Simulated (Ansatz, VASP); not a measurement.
**C: VASP beside Ansatz**

The input INCAR:

```
SYSTEM = C
PREC     = Accurate       ! precision mode
ENCUT    = 520            ! plane-wave cutoff, eV
EDIFF    = 1E-6           ! SCF threshold, eV
ISMEAR   = 0              ! smearing method
SIGMA    = 0.05           ! smearing width, eV
LREAL    = .FALSE.        ! projectors in reciprocal space
LASPH    = .TRUE.         ! aspherical terms in the spheres
NELM     = 80             ! most SCF steps
ALGO     = Normal         ! electronic algorithm
ISIF     = 2              ! what is computed and relaxed
LWAVE    = .FALSE.        ! write WAVECAR
LCHARG   = .FALSE.        ! write CHGCAR
GGA      = PE             ! functional
IVDW     = 12             ! dispersion correction
NBANDS   = 11             ! bands
```

File KPOINTS:

```
regular mesh
0
G
  15 15 15
  0 0 0
```

File POSCAR:

```
C
1.0
    1.2633109298      0.7293729054      3.4454225316
   -1.2633109298      0.7293729054      3.4454225316
    0.0000000000     -1.4587458108      3.4454225316
C
2
Direct
    0.1741321547      0.1741321547      0.1741321547
    0.8258678453      0.8258678453      0.8258678453
```

Input for Ansatz:

```yaml
crystal:
  lattice:
    - [1.2633109298, 0.7293729054, 3.4454225316]
    - [-1.2633109298, 0.7293729054, 3.4454225316]
    - [0.0, -1.4587458108, 3.4454225316]
  atoms:
    - { symbol: C, position: [0.1741321547, 0.1741321547, 0.1741321547] }
    - { symbol: C, position: [0.8258678453, 0.8258678453, 0.8258678453] }
basis:
  ecutwfc: 520.0
kpoints:
  mp_grid: { grid: [15, 15, 15] }
hamiltonian:
  xc: pbe
  dispersion: d3bj
scf:
  occupations: { method: gaussian, width: 0.05 }
output:
  forces: true
  stress: true
  eigenvalues: true
```

Change from the starting cell: mode 4 frozen in at +0.076 Å, equal normal strain along x, y and z +0.0250.

Alike in both runs: task single point; functional PBE; dispersion D3(BJ); k mesh 15 × 15 × 15; occupations gaussian, width 0.05 eV; no spin polarisation.

|  | VASP | Ansatz |
| --- | --- | --- |
| version | VASP 6.6.1 | Ansatz 0.2.0 |
| potentials or method | VASP PAW PBE potentials, release 64 (C) | scalar-relativistic, plane waves, PAW |
| plane-wave cutoff (eV) | 520 | 520 |
| valence electrons in the cell | 8 | 8 |

```tsv
	VASP	Ansatz	Ansatz less VASP
gap on the k mesh at the Fermi level (eV)	0.40	0.39	0.000
least direct gap on the mesh (eV)	0.40	0.39	0.000
pressure (GPa)	-19.1	-19.5	-0.36
largest component of the traceless stress (GPa)	15.30	15.71	+0.417
rms of the force components (eV/Å)	1.484	1.489	+0.0051
```

Atom by atom the forces differ by 0.005 eV/Å (rms over components).

Caveats: so large a pressure means that the cell lies far from this level's equilibrium, or that cutoff or potentials fall short (VASP); an odd mesh through Γ misses points on the zone boundary, where band edges often lie; forces of over 1 eV/Å show positions far from the minimum, so gaps and moduli don't describe the material at rest.
